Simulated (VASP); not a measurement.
# HW8C8 (a cell with a defect) in VASP: further runs, part 2 of 2

VASP 6.6.1. Earlier steps stand in the parts before.

## (3) Single point, PBEsol

INCAR

```
PREC = Accurate
ENCUT = 520
EDIFF = 1E-7
ISMEAR = 0
SIGMA = 0.1
LREAL = Auto
LASPH = True
NELM = 100
ALGO = Fast
ISIF = 2
LWAVE = False
LCHARG = False
GGA = PS
NBANDS = 86
```

KPOINTS

```
Automatic mesh
0
Gamma
  4 5 5
  0.5 0 0
```

POSCAR

```
HW8C8
1.0
    0.0000000000      0.0000000000     -5.6555137123
   -2.8984787826     -5.0203125160      0.0000000000
   -2.8984787825      5.0203125161      0.0000000000
W C H
8 8 1
Direct
    0.5009375176      0.5000014514      0.4999996587
    1.0013650904      0.5000025131      0.5000003220
    0.4995579789      0.4908634518     -0.0045690520
    1.0000000509      0.5008394021      0.0004183641
    0.4995572717      1.0045706939      0.5091354013
    1.0000004045      0.9995802117      0.4991583770
    0.4995592167      1.0045690439     -0.0045679339
    1.0000000509      0.9995796812      0.0004179788
    0.2475133244      0.1666660686      0.8333319364
    0.7514997251      0.1666671837      0.8333318563
    0.2499314955      0.1689135279      0.3344536207
    0.7523977867      0.1709557389      0.3354757757
    0.2499316723      0.6655431891      0.8310856722
    0.7523976099      0.6645241392      0.8290465663
    0.2499309651      0.6655428871      0.3344537378
    0.7523970795      0.6645245028      0.3354762623
    0.5493614123      0.8333345845      0.1666665256
```

Potentials or basis: VASP PAW PBE potentials, release 64 (W_sv, C, H).

Run with:

```sh
$ cat potpaw_PBE.64/W_sv/POTCAR potpaw_PBE.64/C/POTCAR potpaw_PBE.64/H/POTCAR > POTCAR
$ mpirun -np 1 vasp_std > vasp.out
```

OUTCAR:

```text
PREC = Accurate
   ENCUT = 520
   EDIFF = 1E-7
   ISMEAR = 0
   LREAL = Auto
   LASPH = True
   NELM = 100
   ISIF = 2
   GGA = PS

 ion  position               nearest neighbor table
   1  0.501  0.500  0.500-  12 2.18  16 2.18  14 2.18  13 2.19  15 2.19  11 2.19   2 2.83   2 2.83
                             5 2.90   3 2.90   7 2.90   7 2.90   3 2.90   5 2.90
   2  0.001  0.500  0.500-  14 2.17  16 2.17  12 2.17  13 2.18  15 2.18  11 2.18   1 2.83   1 2.83
                             8 2.90   6 2.90   4 2.90   4 2.90   6 2.90   8 2.90
   3  0.500  0.491  0.995-  17 1.74  10 2.16   9 2.16  15 2.21  13 2.21  16 2.23  14 2.23   5 2.82
                             7 2.82   4 2.83   4 2.83   1 2.90   1 2.90   7 2.98   5 2.98
   4  0.000  0.501  0.000-   9 2.18  10 2.19  14 2.19  16 2.19  15 2.19  13 2.19   3 2.83   3 2.83
                             6 2.89   8 2.89   2 2.90   2 2.90   8 2.91   6 2.91
   5  0.500  0.005  0.509-  17 1.74  10 2.16   9 2.16  11 2.21  15 2.21  12 2.23  16 2.23   3 2.82
                             7 2.82   6 2.83   6 2.83   1 2.90   1 2.90   7 2.98   3 2.98
   6  0.000  1.000  0.499-   9 2.18  10 2.19  16 2.19  12 2.19  15 2.19  11 2.19   5 2.83   5 2.83
                             8 2.89   4 2.89   2 2.90   2 2.90   4 2.91   8 2.91
   7  0.500  0.005  0.995-  17 1.74  10 2.16   9 2.16  11 2.21  13 2.21  12 2.23  14 2.23   3 2.82
                             5 2.82   8 2.83   8 2.83   1 2.90   1 2.90   5 2.98   3 2.98
   8  0.000  1.000  0.000-   9 2.18  10 2.19  14 2.19  12 2.19  11 2.19  13 2.19   7 2.83   7 2.83
                             6 2.89   4 2.89   2 2.90   2 2.90   4 2.91   6 2.91
   9  0.248  0.167  0.833-   5 2.16   3 2.16   7 2.16   8 2.18   6 2.18   4 2.18
  10  0.751  0.167  0.833-   3 2.16   7 2.16   5 2.16   4 2.19   8 2.19   6 2.19
  11  0.250  0.169  0.334-   2 2.18   1 2.19   8 2.19   6 2.19   7 2.21   5 2.21
  12  0.752  0.171  0.335-   2 2.17   1 2.18   8 2.19   6 2.19   7 2.23   5 2.23
  13  0.250  0.666  0.831-   2 2.18   1 2.19   4 2.19   8 2.19   3 2.21   7 2.21
  14  0.752  0.665  0.829-   2 2.17   1 2.18   8 2.19   4 2.19   7 2.23   3 2.23
  15  0.250  0.666  0.334-   2 2.18   1 2.19   4 2.19   6 2.19   3 2.21   5 2.21
  16  0.752  0.665  0.335-   2 2.17   1 2.18   6 2.19   4 2.19   3 2.23   5 2.23
  17  0.549  0.833  0.167-   7 1.74   5 1.74   3 1.74

  LATTYP: Found a hexagonal cell.
 ALAT       =     5.7969575651
 C/A-ratio  =     0.9756003298

  Lattice vectors:

 A1 = (  -2.8984787826,  -5.0203125160,   0.0000000000)
 A2 = (  -2.8984787825,   5.0203125161,   0.0000000000)
 A3 = (   0.0000000000,   0.0000000000,  -5.6555137123)

[... 185 lines left out ...]
   NGX = 21   NGY = 21   NGZ = 21

 number of electron     144.9999992 magnetization

 Free energy of the ion-electron system (eV)
  ---------------------------------------------------
  ext. energy  EPLUGINS =         0.00000000
  ---------------------------------------------------
  free energy    TOTEN  =      -193.79380036 eV

  energy without entropy =     -193.78711525  energy(sigma->0) =     -193.79045780

 E-fermi :  11.5639     XC(G=0): -14.0244

 val. band max:       11.5089106815   @ k =   0.3750   0.0000   0.0000
 cond. band min:      11.7060059879   @ k =   0.3750   0.4000   0.0000
 fundamental gap:      0.1970953064
 Fermi energy:        11.5638628098

 k-point     1 :       0.1250    0.0000    0.0000
  band No.  band energies     occupation
      1     -62.8423      2.00000
      2     -62.7884      2.00000
      3     -62.7883      2.00000
      4     -62.6469      2.00000
      5     -62.6021      2.00000
      6     -62.5508      2.00000
[... 1207 lines left out ...]
     83      15.1594      0.00000
     84      15.2433      0.00000
 [bands above 84 left out]

------------------------ aborting loop because EDIFF is reached ----------------------------------------

  FORCE on cell =-STRESS in cart. coord.  units (eV):
  Direction    XX          YY          ZZ          XY          YZ          ZX
  --------------------------------------------------------------------------------------
  -------------------------------------------------------------------------------------
  Total        8.2389614      8.2389614      3.3043175     -0.0000000      0.0000000     -0.0000000
  in kB       80.2010620     80.2010620     32.1654346     -0.0000000      0.0000000     -0.0000000
  external PRESSURE =      64.1891862 kB  Pullay stress =       0.0000000 kB

 VOLUME and BASIS-vectors are now :
 -----------------------------------------------------------------------------
  energy-cutoff  :      520.00
  volume of cell :      164.59
      direct lattice vectors                 reciprocal lattice vectors
     0.000000000  0.000000000 -5.655513712     0.000000000  0.000000000 -0.176818597
    -2.898478783 -5.020312516  0.000000000    -0.172504282 -0.099595393  0.000000000
    -2.898478782  5.020312516  0.000000000    -0.172504282  0.099595393  0.000000000

 POSITION                                       TOTAL-FORCE (eV/Angst)
 -----------------------------------------------------------------------------------
     -2.89848     -0.00001     -2.83306         0.000000      0.000000      0.002853
     -2.89849     -0.00001     -0.00772         0.000000     -0.000000     -0.000620
     -4.30799      2.53309     -2.82526         0.011750      0.006784      0.003023
     -1.45288     -2.51227     -0.00000         0.002245      0.001296     -0.000990
     -1.48897      2.53307     -2.82525        -0.011750      0.006784      0.003023
     -4.34406     -2.51227     -0.00000        -0.002245      0.001296     -0.000990
[... 9 lines left out ...]
     -2.89848     -1.65193     -4.25519        -0.000000     -0.001291      0.005279
     -2.89848     -3.34688     -3.10692         0.000000      0.000000     -0.009362
 -----------------------------------------------------------------------------------
    total drift:                               -0.022559      0.006408      0.007026

  FREE ENERGIE OF THE ION-ELECTRON SYSTEM (eV)
  ---------------------------------------------------
  free  energy   TOTEN  =      -193.7938003599 eV

  energy  without entropy=     -193.7871152464  energy(sigma->0) =     -193.79045780
```

OSZICAR:

```text
N       E                     dE             d eps       ncg     rms          rms(c)
DAV:   1     0.192917138918E+04    0.19292E+04   -0.78376E+04  2416   0.194E+03
DAV:   2    -0.149995770315E+02   -0.19442E+04   -0.18844E+04  2408   0.622E+02
[... 11 lines left out ...]
RMM:  14    -0.193793796149E+03    0.12477E-04   -0.30339E-04  3122   0.628E-02    0.768E-03
RMM:  15    -0.193793801073E+03   -0.49237E-05   -0.75803E-05  3522   0.304E-02    0.688E-03
RMM:  16    -0.193793800563E+03    0.50939E-06   -0.12137E-05  3300   0.111E-02    0.150E-03
RMM:  17    -0.193793800488E+03    0.74797E-07   -0.20327E-06  2950   0.477E-03    0.616E-04
RMM:  18    -0.193793800343E+03    0.14486E-06   -0.33381E-07  2001   0.210E-03    0.486E-04
RMM:  19    -0.193793800360E+03   -0.16375E-07   -0.76924E-08  1766   0.106E-03
   1 F= -.19379380E+03 E0= -.19379046E+03  d E =-.668511E-02
```

Run time: 5.6 min. Hardware: 1 thread of Intel Xeon Platinum 8488C (Sapphire Rapids), shared host; peak memory 0.37 GiB.

What came out:

```
Free energy            : -193.7938 eV
Pressure               : 6.4 GPa
Largest force          : 0.014 eV/Å
Band gap on the k mesh : none (metal or under the smearing width)
```

Forces on the atoms (eV/Å):
```
W    0.000  0.000  0.003
W    0.000  0.000 -0.001
W    0.012  0.007  0.003
W    0.002  0.001 -0.001
W   -0.012  0.007  0.003
W   -0.002  0.001 -0.001
W    0.000 -0.014  0.003
W    0.000 -0.003 -0.001
C    0.000  0.000 -0.006
C    0.000  0.000 -0.001
C    0.003  0.002 -0.003
C    0.001  0.001  0.005
C   -0.003  0.002 -0.003
C   -0.001  0.001  0.005
C    0.000 -0.003 -0.003
C    0.000 -0.001  0.005
H    0.000  0.000 -0.009
```

Levels at points of the mesh, in eV from the Fermi level:
| k point | band 71 | band 72 | band 73 | band 74 | band 75 | band 76 |
| --- | --- | --- | --- | --- | --- | --- |
| (0.12, 0.00, 0.00) | -0.34 | -0.15 | -0.15 | 2.22 | 2.22 | 2.30 |

Caveat: the PAW data sets were made with another functional, which shifts forces and pressure a little. The run has no spin-orbit coupling, so splittings on W are missing.
